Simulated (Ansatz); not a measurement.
AlAu:

```xyz
2
Lattice="3.2239 0.0000 0.0000 0.0000 3.2239 0.0000 0.0000 0.0000 3.2239" Properties=species:S:1:pos:R:3 pbc="T T T"
Au    1.6120    1.6120    1.6120
Al    0.0000    0.0000    0.0000
```

The cell comes from a database or a generator and needn't be the stable form of this composition.

Base run:

| Property | Result |
| --- | --- |
| Program | Ansatz 0.2.0 |
| Functional | PBEsol |
| Potentials or basis | all-electron LAPW, scalar-relativistic |
| Cutoff | 207 eV (chosen from the basis error) |
| Basis error allowed | 0.001 eV/atom |
| k mesh | 8 × 8 × 8 |
| Occupations | fermi-dirac, width 0.05 eV |
| Spin | no spin polarisation |

Its results: pressure -5.1 GPa.

Problem. The run is repeated on the same cell with these changes: functional from PBEsol to LDA. What comes out?

Solution. Pressure -7.9 GPa.

LDA binds more tightly than PBEsol, so the same cell stands under less pressure.
